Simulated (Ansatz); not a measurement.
Co: do energies and stresses tell the same story?

Theory: DFT r2SCAN, scalar-relativistic, plane waves, PAW (Ansatz).

Settings: cutoff 500 eV, Γ-centred mesh 20×20×20 on the computed 1-atom cell, Gaussian smearing of 0.10 eV; collinear spin from starting moments 2.14 μB.

Relaxed cell: Fm-3m, a = 3.512 Å, b = 3.512 Å, c = 3.512 Å, α = 90.00°, β = 90.00°, γ = 90.00°, 1 atom in the primitive cell. This fcc form isn't the element's structure at ambient conditions.

Energies at zero smearing and pressures from the stress tensor, at volumes with shape and atoms relaxed:
```
V (Å³/atom) E − E(first) (meV/atom) P (GPa)
     10.183                     0.00    15.30
     10.508                   -22.68     7.04
     10.833                   -29.72    -0.03
     11.158                   -23.47    -5.99
     11.483                    -6.06   -10.97
```

Problem. Check P = −dE/dV between neighbouring volumes, and get the bulk modulus from the pressures alone.

Solution. With 1 eV/Å³ = 160.2 GPa:
```tsv
middle V (Å³/atom)	−ΔE/ΔV (GPa)	mean P (GPa)
10.346	11.182	11.171
10.671	3.470	3.507
10.996	-3.084	-3.008
11.321	-8.579	-8.481
```

The two differ by 0.10 GPa at most. The mean of two end pressures misses the average over a step by about ΔV² P″/12, up to 0.10 GPa here; with that taken off 0.11 GPa remains. The stress is the derivative of the free energy, not of the energy at zero smearing, and with free energies 0.00 GPa remains. Around V = 10.833 Å³/atom, the two neighbours give B = −V ΔP/ΔV = 10.833 × 13.03 / 0.650 = 217.2 GPa, against B0 = 217.0 GPa from the Birch–Murnaghan fit of the energies.

The state reached may not be the lowest one.

Only this magnetic start was tried.

Cost: 6 runs of about 3.4 core-minutes in all, on Arm Neoverse V1 (shared hosts).